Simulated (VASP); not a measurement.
# WSe2 (P6_3/mmc) in VASP: a series of runs, part 2 of 2

VASP 6.6.1.

**3. Single point, HSE06, collinear spin, ferromagnetic start**

Contents of POSCAR:

```
WSe2
1.0
    3.2899988200      0.0000000000      0.0000000000
   -1.6449994100      2.8492225500      0.0000000000
    0.0000000000      0.0000000000     12.9700014400
W Se
2 4
Direct
    0.3333333333      0.6666666667      0.2500000000
    0.6666666667      0.3333333333      0.7500000000
    0.3333333333      0.6666666667      0.6210000000
    0.6666666667      0.3333333333      0.1210000000
    0.3333333333      0.6666666667      0.8790000000
    0.6666666667      0.3333333333      0.3790000000
```

Contents of INCAR.step1:

```
SYSTEM = WSe2
ALGO = Normal ; EDIFF = 1E-5
ENCUT = 450 ; GGA = PE
ISIF = 2 ; ISMEAR = 0
ISPIN = 2 ; LASPH = .TRUE.
LCHARG = .FALSE. ; LMAXMIX = 4
LORBIT = 11 ; LREAL = .FALSE.
LWAVE = .TRUE. ; MAGMOM = 0.5 0.5 0 0 0 0
NBANDS = 39 ; NELM = 100
PREC = Accurate ; SIGMA = 0.05
```

Contents of INCAR.step2:

```
SYSTEM = WSe2
ALGO = Normal ; EDIFF = 1E-7
ENCUT = 450 ; GGA = PE
HFSCREEN = 0.2 ; ISIF = 2
ISMEAR = 0 ; ISPIN = 2
ISTART = 1 ; LASPH = .TRUE.
LCHARG = .FALSE. ; LHFCALC = .TRUE.
LMAXMIX = 4 ; LORBIT = 11
LREAL = .FALSE. ; LWAVE = .FALSE.
MAGMOM = 0.5 0.5 0 0 0 0 ; NBANDS = 39
NELM = 100 ; PREC = Accurate
PRECFOCK = Fast ; SIGMA = 0.05
```

Contents of KPOINTS:

```
k-points
0
G
  4 4 1
  0 0 0
```

Potentials or basis: VASP PAW PBE potentials, release 64 (W_sv, Se).

The run is started by

```
cat potpaw_PBE.64/W_sv/POTCAR potpaw_PBE.64/Se/POTCAR > POTCAR
cp INCAR.step1 INCAR
mpirun -np 1 vasp_std > vasp.out
cp INCAR.step2 INCAR
mpirun -np 1 vasp_std > vasp.out
```

OUTCAR:

```text
SYSTEM = WSe2
   EDIFF = 1E-7
   ENCUT = 450
   GGA = PE
   HFSCREEN = 0.2
   ISIF = 2
   ISMEAR = 0
   ISPIN = 2
   ISTART = 1
   LASPH = .TRUE.
   LHFCALC = .TRUE.
   LORBIT = 11
   LREAL = .FALSE.
   NELM = 100
   PREC = Accurate
   PRECFOCK = Fast

 ion  position               nearest neighbor table
   1  0.333  0.667  0.250-   4 2.53   6 2.53   4 2.53   6 2.53   4 2.53   6 2.53
   2  0.667  0.333  0.750-   3 2.53   5 2.53   3 2.53   5 2.53   3 2.53   5 2.53
   3  0.333  0.667  0.621-   2 2.53   2 2.53   2 2.53
   4  0.667  0.333  0.121-   1 2.53   1 2.53   1 2.53
   5  0.333  0.667  0.879-   2 2.53   2 2.53   2 2.53
   6  0.667  0.333  0.379-   1 2.53   1 2.53   1 2.53

  LATTYP: Found a hexagonal cell.
 ALAT       =     3.2899988200
[... 560 lines left out ...]
     -0.00000      1.89948      3.24250        -0.000000      0.000000      0.000000
      1.64500      0.94974      9.72750         0.000000      0.000000      0.000000
     -0.00000      1.89948      8.05437         0.000000     -0.000000      0.493247
      1.64500      0.94974      1.56937         0.000000      0.000000      0.493247
     -0.00000      1.89948     11.40063        -0.000000      0.000000     -0.493247
      1.64500      0.94974      4.91563         0.000000      0.000000     -0.493247
 -----------------------------------------------------------------------------------
    total drift:                                0.000000     -0.000000     -0.000000

  FREE ENERGIE OF THE ION-ELECTRON SYSTEM (eV)
  ---------------------------------------------------
  free  energy   TOTEN  =       -51.7116540324 eV

  energy  without entropy=      -51.7116540324  energy(sigma->0) =      -51.71165403

 total charge

# of ion       s       p       d       tot
------------------------------------------
    1        2.298   6.291   3.345  11.933
    2        2.298   6.291   3.345  11.933
    3        1.488   2.392   0.072   3.952
    4        1.488   2.392   0.072   3.952
    5        1.488   2.392   0.072   3.952
    6        1.488   2.392   0.072   3.952
--------------------------------------------------
tot         10.549  22.148   6.978  39.676

 magnetization (x)

# of ion       s       p       d       tot
------------------------------------------
    1       -0.000  -0.000  -0.000  -0.000
    2       -0.000  -0.000  -0.000  -0.000
    3        0.000   0.000  -0.000   0.000
    4        0.000   0.000  -0.000   0.000
    5        0.000   0.000  -0.000   0.000
    6        0.000   0.000  -0.000   0.000
--------------------------------------------------
tot         -0.000   0.000  -0.000  -0.000
```

OUTCAR.step1:

```text
SYSTEM = WSe2
   EDIFF = 1E-5
   ENCUT = 450
   GGA = PE
   ISIF = 2
   ISMEAR = 0
   ISPIN = 2
   LASPH = .TRUE.
   LORBIT = 11
   LREAL = .FALSE.
   NELM = 100
[... 585 lines left out ...]
    5        1.476   2.357   0.071   3.903
    6        1.476   2.357   0.071   3.903
--------------------------------------------------
tot         10.522  21.981   7.063  39.566

 magnetization (x)

# of ion       s       p       d       tot
------------------------------------------
    1       -0.000  -0.000  -0.000  -0.000
    2       -0.000  -0.000  -0.000  -0.000
    3       -0.000  -0.000   0.000  -0.000
    4       -0.000  -0.000   0.000  -0.000
    5       -0.000  -0.000   0.000  -0.000
    6       -0.000  -0.000   0.000  -0.000
--------------------------------------------------
tot         -0.000  -0.000  -0.000  -0.000
```

OSZICAR.step1:

```text
N       E                     dE             d eps       ncg     rms          rms(c)
DAV:   1     0.466841700346E+03    0.46684E+03   -0.24832E+04   688   0.116E+03
DAV:   2    -0.170912667210E+02   -0.48393E+03   -0.46354E+03   707   0.345E+02
DAV:   3    -0.445241934695E+02   -0.27433E+02   -0.26914E+02   769   0.807E+01
DAV:   4    -0.449963359263E+02   -0.47214E+00   -0.47080E+00   709   0.111E+01
DAV:   5    -0.450013078786E+02   -0.49720E-02   -0.49716E-02   749   0.127E+00    0.301E+01
DAV:   6    -0.435200042750E+02    0.14813E+01   -0.44565E+00   666   0.141E+01    0.108E+01
DAV:   7    -0.433258910113E+02    0.19411E+00   -0.15721E+00   659   0.693E+00    0.620E+00
DAV:   8    -0.431789172638E+02    0.14697E+00   -0.23769E-01   687   0.343E+00    0.153E+00
DAV:   9    -0.431821968090E+02   -0.32795E-02   -0.47050E-02   715   0.981E-01    0.669E-01
DAV:  10    -0.431828616439E+02   -0.66483E-03   -0.78365E-03   709   0.525E-01    0.225E-01
DAV:  11    -0.431832478452E+02   -0.38620E-03   -0.80490E-04   811   0.131E-01    0.893E-02
DAV:  12    -0.431831772474E+02    0.70598E-04   -0.21525E-04   708   0.814E-02    0.533E-02
DAV:  13    -0.431832268952E+02   -0.49648E-04   -0.49474E-05   639   0.281E-02    0.240E-02
DAV:  14    -0.431832517246E+02   -0.24829E-04   -0.18227E-05   597   0.175E-02    0.143E-02
DAV:  15    -0.431832521012E+02   -0.37660E-06   -0.17550E-06   368   0.851E-03
   1 F= -.43183252E+02 E0= -.43183252E+02  d E =-.153208E-36  mag=     0.0006
```

Run time: 31 min. Hardware: 1 thread of AMD EPYC 7R43 (Zen 3), shared host; peak memory 0.34 GiB.

Results:

* Free energy: -51.7117 eV
* Pressure: -1.1 GPa
* Largest force: 0.493 eV/Å
* Band gap on the k mesh: 1.86 eV, indirect (least direct gap 2.75 eV)
* Net moment: 0.00 μB per cell
* Valence electrons inside the program's atomic spheres: W 11.93; Se 3.95

Forces on the atoms (eV/Å):
```
W    0.000  0.000  0.000
W    0.000  0.000  0.000
Se   0.000  0.000  0.493
Se   0.000  0.000  0.493
Se   0.000  0.000 -0.493
Se   0.000  0.000 -0.493
```

Stress tensor (GPa, compression positive):
```
-1.24  0.00  0.00
 0.00 -1.24  0.00
 0.00  0.00 -0.88
```

Caveat: the k mesh is coarse (spacing up to 0.55 Å⁻¹), so the values aren't converged, least of all with exact exchange; the PAW data sets were made with another functional, which shifts forces and pressure a little; spin-orbit coupling is left out, which moves the levels of the heavy elements; an odd mesh through Γ misses points on the zone boundary, where band edges often lie; this functional lacks dispersion, which binds the layers, so the pressure and a relaxed spacing across them are unreliable.
